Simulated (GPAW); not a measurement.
Crystal: Al3Cu.

```
Cu Al
1.0
     3.92415    0.00000    0.00000
     0.00000    3.92415    0.00000
     0.00000    0.00000    3.92415
Cu Al
1 3
Direct
  0.00000 0.00000 0.00000
  0.50000 0.50000 0.00000
  0.50000 0.00000 0.50000
  0.00000 0.50000 0.50000
```

The cell comes from a database or a generator and needn't be the stable form of this composition.

| Property | Result |
| --- | --- |
| Program | GPAW 26.7.0 |
| Task | relaxation of cell and atoms |
| Functional | PBEsol |
| Dispersion | D3(BJ) |
| Potentials or basis | PAW data sets generated in the run's folder for this functional |
| Cutoff | 600 eV |
| Basis | pw |
| k mesh | 7 × 7 × 7 |
| Occupations | fermi-dirac, width 0.05 eV |
| Spin | no spin polarisation |

At the start: pressure -5.9 GPa; volume 15.11 Å³/atom.

Task: How do energy, volume and symmetry change on relaxing?

Result: Over 4 steps the energy falls by 17.4 meV/atom and the volume is 14.22 Å³/atom (-5.9 %); space group Pm-3m (No. 221, to 0.05 Å).

Step by step:
| step | energy change (eV) | largest force (eV/Å) | pressure (GPa) | volume (Å³) |
| --- | --- | --- | --- | --- |
| 1 | 0.0000 | 0.0000 | -5.93 | 60.43 |
| 2 | -0.0128 | 0.0000 | -5.42 | 60.07 |
| 3 | -0.0693 | 0.0000 | 0.48 | 56.62 |
| 4 | -0.0697 | 0.0000 | -0.03 | 56.88 |

Final structure:
```yaml
crystal:
  lattice:
    - [3.84571, 0.00000, 0.00000]
    - [0.00000, 3.84571, 0.00000]
    - [0.00000, 0.00000, 3.84571]
  atoms:
    - { symbol: Cu, position: [0.00000, 0.00000, 0.00000] }
    - { symbol: Al, position: [0.50000, 0.50000, 0.00000] }
    - { symbol: Al, position: [0.50000, 0.00000, 0.50000] }
    - { symbol: Al, position: [0.00000, 0.50000, 0.50000] }
```

Caveat: with this Cu data set, volumes or pressures lay over 1.5 % or 2 GPa off other programs in two to four cells of ten; later steps reuse the first step's grids; pairwise dispersion overbinds metals, which lowers pressure and volume.
